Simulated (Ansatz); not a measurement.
## BaTe: pressure against volume scale

Results calculated with Ansatz 0.2.0, not measured. Periodic Kohn-Sham DFT of a crystal at fixed atoms, scaled to volume_scale times the given cell; pressure positive in compression, energy less spherical unpolarised free atoms, largest_vzz the field gradient of largest size among the nuclei.

The cell before it is scaled or strained (space group F-43m, No. 216):
```
cell vectors (Å)
   0.0000     3.9165     3.9165
   3.9165     0.0000     3.9165
   3.9165     3.9165     0.0000
atoms (fractions of the cell vectors)
Ba  0.00000  0.00000  0.00000
Te  0.25000  0.25000  0.25000
```

Settings of every row: method frozen-core PAW; functional PBE; relativity scalar; k mesh 11x11x11; filling fermi-dirac; smearing width 0.05 eV; wave cutoff 420 eV; paw set soft_2.

Atom start moment: 0 on all atoms.

Limits: no spin-orbit coupling on heavy atoms; the cell comes from a prototype or a list of computed structures and needn't be the stable phase.

| row | volume scale | V (Å³/atom) | pressure (GPa) |
| --- | --- | --- | --- |
| 1 | 0.96 | 57.672 | 0.788 |
| 2 | 0.98 | 58.874 | 0.359 |
| 3 | 1 | 60.073 | ? |
| 4 | 1.02 | 61.277 | -0.378 |
| 5 | 1.04 | 62.478 | -0.694 |

Question: what pressure should row 3 give?

Worked fit of pressure. Take u = (V_r/V)^(2/3) − 1 with V_r = 60.076 Å³ an atom, which is twice the finite (Eulerian) strain; such expansions in the strain, on which the Birch-Murnaghan equation of state is built, carry the rest volume and the bulk modulus. The shown rows have u = 0.0276, 0.01357, -0.01311, -0.0258. Least squares give pressure = −0.0285 + 27.618 × u + 71 × u² GPa; a straight line predicts inner rows, each left out in turn, worse (root mean square 0.029 against 0.00091 GPa). All shown rows lie on it to the printed digit. The pressure vanishes at u = 0.0010, or V = 59.98 Å³ an atom, and there the bulk modulus at fixed shape and fractions is B = −V dP/dV = (2/3)(1 + u) dP/du = 18.5 GPa. The withheld row has u = 3e-05, so the fit gives −0.0285 + 27.618 × (3e-05) + 71 × (3e-05)² = -0.028 GPa.

The calculation gave -0.028 GPa. The fit meets it to the printed digit.
